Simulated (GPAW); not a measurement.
BaTiO3:

```
CELL_PARAMETERS angstrom
3.72890 -0.42193 0.02237
-0.28447 3.27547 3.11008
0.31643 -2.75371 2.58992
ATOMIC_POSITIONS crystal
Ba 0.00364 0.99727 0.99850
Ti 0.50025 0.51161 0.51018
O 0.99835 0.49282 0.49504
O 0.49991 0.50154 0.99454
O 0.49786 0.99299 0.49796
```

The cell isn't the ideal one: cell sheared at random, sigma 0.1, atoms nudged by 0.01 Å.

Base run:

* Program: GPAW 26.7.0
* Functional: LDA
* Potentials or basis: the program's PAW data sets (release 1.2.1) made for this functional
* Cutoff: 600 eV
* Basis: pw
* k mesh: 5 × 4 × 5
* Occupations: fermi-dirac, width 0.001 eV
* Spin: no spin polarisation
* Hubbard terms: Ti d U = 2.0 eV

Its results: band gap on the k mesh 0.66 eV, indirect (least direct gap 0.76 eV).

Task: The run is repeated on the same cell with these changes: occupations from fermi-dirac, width 0.001 eV to fermi-dirac, width 0.05 eV; hubbard terms from Ti d U = 2.0 eV to none. What comes out?

Result: Band gap on the k mesh 0.48 eV, indirect (least direct gap 0.59 eV).

Caveats: spin-orbit coupling is left out, which moves the levels of the heavy elements; an odd mesh through Γ misses points on the zone boundary, where band edges often lie; with so narrow a direct gap the onset needs a denser k mesh (some runs); the long-wavelength limit can be off by several per cent where d states take part (some runs); response on these states lacks terms of the Hamiltonian (some runs).

Not every run made on this cell is shown here.
